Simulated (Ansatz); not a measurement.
Level of theory: DFT PBE, scalar-relativistic, plane waves, PAW in Ansatz 0.2.0. All cells share a 420 eV cutoff and Γ-centred k meshes spaced at most about 0.3 Å⁻¹ (about 0.25 or finer for metals, 2π included). No spin polarisation in the final relaxations.

All energies are static (0 K, no zero-point motion).

Two relaxed structures of SnSe₂:

A.

```
CELL_PARAMETERS angstrom
5.54431 0.00000 0.00000
-2.77216 4.80151 0.00000
0.00000 0.00000 5.83224
ATOMIC_POSITIONS crystal
Sn 0.33333 0.66667 0.91603
Sn 0.66667 0.33333 0.91603
Se 0.50000 0.00000 0.38672
Se 0.00000 0.50000 0.38672
Se 0.50000 0.50000 0.38672
Se 0.00000 0.00000 0.87628
```

B.

```
CELL_PARAMETERS angstrom
0.00000 3.98979 5.96458
1.94323 0.00000 5.96458
1.94323 3.98979 0.00000
ATOMIC_POSITIONS crystal
Sn 0.00000 0.00000 0.00000
Se 0.34165 0.34165 0.65835
Se 0.65835 0.65835 0.34165
```

Problem. Which is lower in energy, and by how much?

Solution. B is lower, by 46 meV/atom. A has space group P6mm (No. 183), 25.9 Å³/atom and no gap on its mesh; B has space group Fmmm (No. 69), 30.8 Å³/atom and no gap. Counting Se atoms around Sn (those within 1.25 times the shortest such distance or 1.15 times the sum of covalent radii; the shortest distance is added where it is long for a bond), A has Sn 9 from 3.2 Å and B has Sn 4. In A, around Sn lie 6 Se at 3.18–3.21 Å, 3 Sn at 3.20 Å and 3 Se at 3.48 Å; Se on a site of symmetry 2mm is surrounded by 4 Se at 2.77 Å, 2 Sn at 3.18 Å and 2 Sn at 3.48 Å; Se on a site of symmetry 6mm is surrounded by 6 Sn at 3.21 Å. In B, around Sn lie 4 Se at 2.71 Å; Se has 2 Sn at 2.71 Å and 2 Se at 2.93 Å. Both come from invented guesses. A third cell relaxed alike, in P-3m1 (a cell as deposited in COD), lies 0.35 eV/atom below the lower of the two.

No dispersion correction is applied, so the spacing and binding between layers, chains or molecules are poorly described (Fmmm), and this can change margins and order among such cells. Cells relaxed within their symmetry can be saddle points.
